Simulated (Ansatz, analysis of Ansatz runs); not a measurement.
# MgS (F-43m), nudged elastic band: V_Mg hop (4.0 Å) (q = −2)

How high is the barrier when Mg changes place in MgS (F-43m)? The case: V_Mg hop (4.0 Å), charge −2, in a cell of 54 host atoms with 1 Mg taken out.

Program: Ansatz 0.2.0. Level of theory: plane-wave PAW DFT, PBEsol; nudged elastic band between two relaxed defect structures at fixed charge in a uniform background; PAW set soft_1. Values are calculated unless marked as measured.

Report form: inputs, costs, results and the conclusion, without the logs.

### Step 1. The structure

The cell holds 53 atoms: 26 Mg and 27 S. Cell: a = 11.988 Å, b = 11.988 Å, c = 11.988 Å, α = 60.0°, β = 60.0°, γ = 60.0°. It derives from MgS (space group F-43m). Nearest the centre at fractional (0.333, 0.667, 0.500): S34 at 1.41 Å, Mg33 at 2.00 Å, S18 at 3.16 Å, S16 at 3.16 Å, S30 at 3.16 Å, S28 at 3.16 Å, Mg17 at 3.46 Å, Mg21 at 3.46 Å. The cell carries charge −2.

The cell's shortest repeat is 12.0 Å.

### Step 2. Relaxation of the start point, charge −2

The ends come first: from an unrelaxed start the top is counted from too high an energy, and the barrier comes out too low. Small random displacements break the symmetry of the ideal sites, so that the defect can distort if it gains by it. The charge of −2 is set by the electron count, and a uniform background keeps the cell neutral.

Contents of qm2.start/input.yaml:

```yaml
crystal:
  lattice:
    - [0.0, 8.4768995, 8.4768995]
    - [8.4768995, 0.0, 8.4768995]
    - [8.4768995, 8.4768995, 0.0]
  atoms:
    - { symbol: Mg, position: [0.0, 0.0, 0.0] }
    - { symbol: S, position: [0.08333333, 0.08333333, 0.08333333] }
    - { symbol: Mg, position: [0.0, 0.0, 0.33333333] }
    - { symbol: S, position: [0.08333333, 0.08333333, 0.41666667] }
    - { symbol: Mg, position: [0.0, 0.0, 0.66666667] }
    - { symbol: S, position: [0.08333333, 0.08333333, 0.75] }
    - { symbol: Mg, position: [0.0, 0.33333333, 0.0] }
    - { symbol: S, position: [0.08333333, 0.41666667, 0.08333333] }
[... 41 atom lines left out ...]
    - { symbol: Mg, position: [0.66666667, 0.66666667, 0.33333333] }
    - { symbol: S, position: [0.75, 0.75, 0.41666667] }
    - { symbol: Mg, position: [0.66666667, 0.66666667, 0.66666667] }
    - { symbol: S, position: [0.75, 0.75, 0.75] }
total_charge: -2
basis:
  ecutwfc: 420
  xc_grid: 2
hamiltonian:
  xc: pbesol
  pseudopotentials: { kind: paw, azcp: { folder: soft_1 }, xc_functional: pbe }
kpoints:
  mp_grid: { grid: [1, 1, 1], shift: [0.25, 0.25, 0.25] }
scf:
  occupations: { method: fixed }
  max_iter: 100
output:
  forces: true
relax:
  f_tol: 0.02
  max_steps: 70
  random_displacement: { amplitude: 0.03, seed: 7714 }
```

Command:

```sh
ansatz run input.yaml --threads 4 --pin off --max-ram 8478MiB --backend cpu --events-out ev --progress --plain --runs-dir out
```

Elapsed: 46 s, on 4 threads of Arm Neoverse V1, shared host; peak memory 1.7 GiB.

The steps of the relaxation:

```csv
step,energy less that of the first step (eV),largest force component (eV/Å)
1,0.0000,0.8191
2,-0.6912,0.2218
3,-0.7326,0.0462
4,-0.7368,0.0121
```

The atoms that moved most (Å, from the sites as typed, ahead of the random displacement, the mean shift of all atoms taken out):

```
atom      dx      dy      dz  length
Mg31  -0.056  -0.057   0.048   0.093
Mg52   0.048  -0.057  -0.056   0.093
Mg23  -0.054   0.049  -0.054   0.091
 Mg5  -0.051   0.052  -0.052   0.089
Mg29   0.050   0.054   0.051   0.089
Mg25  -0.052  -0.049   0.051   0.088
Mg33   0.052   0.049   0.051   0.087
Mg17   0.053   0.050   0.047   0.087
```

Neighbours of Mg33 at the end:

| atom | distance (Å) |
| --- | --- |
| S34 | 2.367 |
| S32 | 2.469 |
| S16 | 2.476 |
| S28 | 2.476 |
| Mg50 | 3.854 |
| Mg21 | 3.854 |
| Mg3 | 3.980 |
| Mg44 | 3.983 |
| Mg19 | 3.993 |
| Mg48 | 3.997 |
| Mg29 | 4.000 |
| Mg17 | 4.000 |

This step gave:

| Item | Value |
| --- | --- |
| free energy | -73666.9342 eV |
| r.m.s. move of the farther half of the atoms | 0.02319 Å |
| largest move from the ideal geometry of this structure, a common shift of the far atoms taken out | 0.09984 Å |

The relaxation gained 0.737 eV and ended with a largest force component of 0.012 eV/Å.

### Step 3. Relaxation of the end point, charge −2

The end point is relaxed in the same cell and settings, so that the two energies compare. Atoms more than 3.2 Å from the middle of the hop start where the first relaxation left them, the nearer ones on or close to their ideal places, with small random displacements.

Contents of qm2.end/input.yaml:

```yaml
crystal:
  lattice:
    - [0.0, 8.4768995, 8.4768995]
    - [8.4768995, 0.0, 8.4768995]
    - [8.4768995, 8.4768995, 0.0]
  atoms:
    - { symbol: Mg, position: [0.00116836, -0.0014923, -0.00086835] }
    - { symbol: S, position: [0.08319035, 0.08316848, 0.08410869] }
[... 13 atom lines left out ...]
    - { symbol: S, position: [0.08333333, 0.75, 0.41666667] }
    - { symbol: Mg, position: [0.00241513, 0.66947612, 0.67054054] }
    - { symbol: S, position: [0.08333333, 0.75, 0.75] }
[... 2 atom lines left out ...]
    - { symbol: Mg, position: [0.33626335, -0.00875147, 0.33643923] }
[... 6 atom lines left out ...]
    - { symbol: S, position: [0.41666667, 0.41666667, 0.41666667] }
    - { symbol: Mg, position: [0.33639804, 0.33594955, 0.67032314] }
    - { symbol: S, position: [0.41666667, 0.41666667, 0.75] }
[... 1 atom line left out ...]
    - { symbol: S, position: [0.41529495, 0.74853719, 0.08475146] }
    - { symbol: Mg, position: [0.333333, 0.666667, 0.666667] }
    - { symbol: S, position: [0.41666667, 0.75, 0.41666667] }
    - { symbol: S, position: [0.41537019, 0.74888934, 0.74951665] }
[... 14 atom lines left out ...]
    - { symbol: Mg, position: [0.65777599, 0.66965955, 0.33635184] }
[... 2 atom lines left out ...]
    - { symbol: S, position: [0.75047651, 0.74882872, 0.74936467] }
total_charge: -2
basis:
  ecutwfc: 420
  xc_grid: 2
hamiltonian:
  xc: pbesol
  pseudopotentials: { kind: paw, azcp: { folder: soft_1 }, xc_functional: pbe }
kpoints:
  mp_grid: { grid: [1, 1, 1], shift: [0.25, 0.25, 0.25] }
scf:
  occupations: { method: fixed }
  max_iter: 100
output:
  forces: true
relax:
  f_tol: 0.02
  max_steps: 70
  random_displacement: { amplitude: 0.01, seed: 7714 }
```

Run time: 44 s. Hardware: 4 threads; peak memory 1.7 GiB; 2.8 min of CPU time.

The steps of the relaxation:

```csv
step,energy less that of the first step (eV),largest force component (eV/Å)
1,0.0000,1.0797
2,-0.7520,0.2517
3,-0.7968,0.0225
4,-0.7972,0.0046
```

The atoms that moved most (Å, from the sites as typed, ahead of the random displacement):

| atom | dx | dy | dz | length |
| --- | --- | --- | --- | --- |
| Mg31 | 0.103 | 0.104 | 0.007 | 0.147 |
| Mg29 | -0.102 | -0.104 | -0.004 | 0.146 |
| Mg17 | -0.103 | -0.103 | 0.001 | 0.145 |
| Mg33 | -0.056 | -0.055 | 0.047 | 0.091 |
| Mg52 | -0.039 | 0.038 | 0.066 | 0.086 |
| Mg25 | 0.048 | 0.053 | -0.045 | 0.085 |
| Mg23 | 0.035 | -0.040 | 0.065 | 0.084 |
| Mg15 | 0.048 | 0.052 | 0.045 | 0.084 |

Neighbours of Mg33 at the end:

```csv
atom,distance (Å)
S34,2.365
S35,2.470
S30,2.477
S18,2.477
Mg50,3.847
Mg21,3.848
Mg46,3.981
Mg5,3.981
Mg29,3.993
Mg17,3.993
Mg52,3.998
Mg23,3.998
```

This step gave:

```yaml
free_energy: -73666.9344 eV
r_m_s_move_of_the_farther_half_of_the_atoms: 0.03938 Å
largest_move_from_the_ideal_geometry_of_this_structure_a_common_shift_of_the_far_atoms_taken_out: 0.1048 Å
```

The relaxation gained 0.797 eV and ended with a largest force component of 0.0046 eV/Å. The end lies within 1 meV of the start.

### Step 4. Nudged elastic band, charge −2

5 movable images are laid between the ends on a pair-potential path, which keeps atoms from colliding in the first guess. Each image feels the true force across the path and a spring force along it. The highest image is set to climb to the top of the path.

This step: plane-wave PAW DFT, PBEsol; nudged elastic band between two relaxed defect structures at fixed charge in a uniform background; PAW set soft_1.

Contents of qm2.neb/input.yaml:

```yaml
crystal:
  lattice:
    - [0.0, 8.4768995, 8.4768995]
    - [8.4768995, 0.0, 8.4768995]
    - [8.4768995, 8.4768995, 0.0]
  atoms:
    - { symbol: Mg, position: [0.00155453, -0.00125138, -0.00127894] }
    - { symbol: S, position: [0.08357651, 0.08340941, 0.08369811] }
    - { symbol: Mg, position: [0.00151952, -0.00116101, 0.3350255] }
    - { symbol: S, position: [0.08388931, 0.08412599, 0.41710897] }
    - { symbol: Mg, position: [0.00325871, -0.00902924, 0.66988511] }
    - { symbol: S, position: [0.08370681, 0.08407807, 0.74937132] }
    - { symbol: Mg, position: [0.00160216, 0.33474866, -0.00098498] }
    - { symbol: S, position: [0.08393969, 0.41688627, 0.08425679] }
    - { symbol: Mg, position: [0.00017938, 0.33322505, 0.33336799] }
    - { symbol: S, position: [0.08378321, 0.41696417, 0.41695601] }
    - { symbol: Mg, position: [0.00010578, 0.33325998, 0.66758217] }
    - { symbol: S, position: [0.08385845, 0.41688435, 0.749618] }
    - { symbol: Mg, position: [0.00304639, 0.66964911, -0.00874295] }
    - { symbol: S, position: [0.08360785, 0.74936826, 0.08403548] }
    - { symbol: Mg, position: [0.0001444, 0.66751459, 0.33318643] }
    - { symbol: S, position: [0.08362095, 0.74950659, 0.41717703] }
    - { symbol: Mg, position: [0.0028013, 0.66971704, 0.67012996] }
    - { symbol: S, position: [0.08531639, 0.74943914, 0.74977864] }
    - { symbol: Mg, position: [0.33575134, -0.00110149, -0.00057244] }
    - { symbol: S, position: [0.41596386, 0.08444352, 0.0842039] }
    - { symbol: Mg, position: [0.33664952, -0.00851055, 0.33602864] }
    - { symbol: S, position: [0.41607405, 0.08423913, 0.4169063] }
    - { symbol: Mg, position: [0.33650175, -0.00922191, 0.66968386] }
    - { symbol: S, position: [0.4157139, 0.08417034, 0.74923639] }
    - { symbol: Mg, position: [0.33674893, 0.33630075, -0.00886352] }
    - { symbol: S, position: [0.41623296, 0.41685049, 0.08411874] }
    - { symbol: Mg, position: [0.33427371, 0.33347269, 0.33330826] }
    - { symbol: S, position: [0.41633086, 0.41707284, 0.41708599] }
    - { symbol: Mg, position: [0.33678421, 0.33619048, 0.66991256] }
    - { symbol: S, position: [0.41669711, 0.41834554, 0.74969517] }
    - { symbol: Mg, position: [0.33638931, 0.66963946, -0.00939658] }
    - { symbol: S, position: [0.41568112, 0.74877812, 0.08434088] }
    - { symbol: Mg, position: [0.33642231, 0.66991099, 0.33638258] }
    - { symbol: S, position: [0.41667313, 0.75002068, 0.41778926] }
    - { symbol: S, position: [0.41575636, 0.74913027, 0.74910607] }
    - { symbol: Mg, position: [0.66608318, -0.00070783, -0.00068669] }
    - { symbol: S, position: [0.75023806, 0.08345989, 0.08347741] }
    - { symbol: Mg, position: [0.66545453, -0.00122323, 0.33476063] }
    - { symbol: S, position: [0.75022056, 0.08354748, 0.41694862] }
    - { symbol: Mg, position: [0.66581761, -0.00076781, 0.66915809] }
    - { symbol: S, position: [0.75136387, 0.08420345, 0.74919061] }
    - { symbol: Mg, position: [0.66561676, 0.33477624, -0.00133051] }
    - { symbol: S, position: [0.75033974, 0.41680356, 0.08359251] }
    - { symbol: Mg, position: [0.6656769, 0.33481136, 0.33497611] }
    - { symbol: S, position: [0.75109441, 0.41710307, 0.41698852] }
    - { symbol: Mg, position: [0.65819442, 0.33609294, 0.66979024] }
    - { symbol: S, position: [0.7509726, 0.41687637, 0.74927667] }
    - { symbol: Mg, position: [0.66584261, 0.66899171, -0.00090131] }
    - { symbol: S, position: [0.75115316, 0.74914804, 0.08419297] }
    - { symbol: Mg, position: [0.65816216, 0.66990048, 0.33594126] }
    - { symbol: S, position: [0.75091921, 0.74937571, 0.41675941] }
    - { symbol: Mg, position: [0.65744075, 0.66963444, 0.6695733] }
    - { symbol: S, position: [0.75086267, 0.74906964, 0.74895408] }
total_charge: -2
basis:
  ecutwfc: 420
  xc_grid: 2
hamiltonian:
  xc: pbesol
  pseudopotentials: { kind: paw, azcp: { folder: soft_1 }, xc_functional: pbe }
kpoints:
  mp_grid: { grid: [1, 1, 1], shift: [0.25, 0.25, 0.25] }
scf:
  occupations: { method: fixed }
  max_iter: 100
output:
  forces: true
neb:
  images: 5
  f_tol: 0.04
  climbing: true
  initial_path: idpp
  max_iterations: 45
  order_check: false
  final_atoms:
    - { symbol: Mg, position: [0.00169287, -0.00122171, 0.00016944] }
    - { symbol: S, position: [0.08379011, 0.08423698, 0.08233486] }
[... 9 atom lines left out ...]
    - { symbol: S, position: [0.08369586, 0.41700288, 0.74968013] }
[... 3 atom lines left out ...]
    - { symbol: S, position: [0.08484693, 0.74999463, 0.41531913] }
    - { symbol: Mg, position: [0.00292238, 0.6698398, 0.65672382] }
    - { symbol: S, position: [0.08369009, 0.74938578, 0.74943207] }
[... 2 atom lines left out ...]
    - { symbol: Mg, position: [0.33645838, -0.00912015, 0.33485845] }
[... 6 atom lines left out ...]
    - { symbol: S, position: [0.41670216, 0.41812362, 0.41532355] }
    - { symbol: Mg, position: [0.33656559, 0.33613562, 0.6567409] }
    - { symbol: S, position: [0.41616164, 0.41688185, 0.74942968] }
[... 2 atom lines left out ...]
    - { symbol: Mg, position: [0.33658759, 0.66973809, 0.65569522] }
    - { symbol: S, position: [0.4159375, 0.74927406, 0.41410049] }
    - { symbol: S, position: [0.41583648, 0.74908345, 0.74928075] }
[... 14 atom lines left out ...]
    - { symbol: Mg, position: [0.65754149, 0.66977498, 0.33481804] }
[... 2 atom lines left out ...]
    - { symbol: S, position: [0.75109529, 0.74904622, 0.74973377] }
```

Wall time 17 min (4 threads); peak memory 4.9 GiB.

The path, image by image:

```csv
image,path (Å),energy (eV),"Mg33: x, y, z (Å)"
0,0.000,0.0000,"8.530, 5.703, 8.531"
1,0.665,0.1116,"8.772, 5.941, 8.476"
2,1.330,0.5223,"9.160, 6.321, 8.249"
3,1.994,0.7059,"9.575, 6.731, 8.005"
4,3.017,0.6996,"10.172, 7.351, 7.960"
5,4.040,0.3195,"10.803, 7.981, 8.338"
6,5.063,-0.0002,"11.236, 8.411, 8.531"
```

Read from the output:

```yaml
free_energy: -73666.2283 eV
barrier_forward: 0.7059 eV
barrier_backward: 0.7061 eV
end_less_start: -1.98e-4 eV
hop_length: 3.828 Å
```

Track of the atom that was set to move:

```
image  x (Å)  y (Å)  z (Å)  nearest neighbour  distance (Å)
    0   8.53  5.703  8.531                  S         2.367
    1  8.772  5.941  8.476                  S         2.367
    2   9.16  6.321  8.249                  S         2.339
    3  9.575  6.731  8.005                  S         2.344
    4  10.17  7.351   7.96                  S         2.342
    5   10.8  7.981  8.338                  S         2.341
    6  11.24  8.411  8.531                  S         2.365
```

The band met its tolerance of 0.04 eV/Å after 10 iterations, with image 3 on top (the start counts as 0). Mg33, which moves farthest between the ends, has 4 S at 2.37 to 2.48 Å nearest at the start and 3 S at 2.34 to 2.55 Å at the top. Between images 4 and 5 a bond changes partner or an atom moves over 0.9 Å. No image samples that step, so along this band the top may lie higher.

(Part 1 of 2 ends here.)

[Long decimals in the printed logs are rounded to 6 places.]

[Repeated set-up lines and some long k-point lines are left out of the logs, and relaxed atomic positions are cut to six decimals.]

[Logs are printed without paths, hosts, clocks, repeated set-up lines and the standing remarks that a program may print on its own settings, such as how far it seeks lower states.]

[Hosts, paths, dates, database ids (printed as entryN), source tags and the programs' standing remarks are cut or masked in the printed files.]
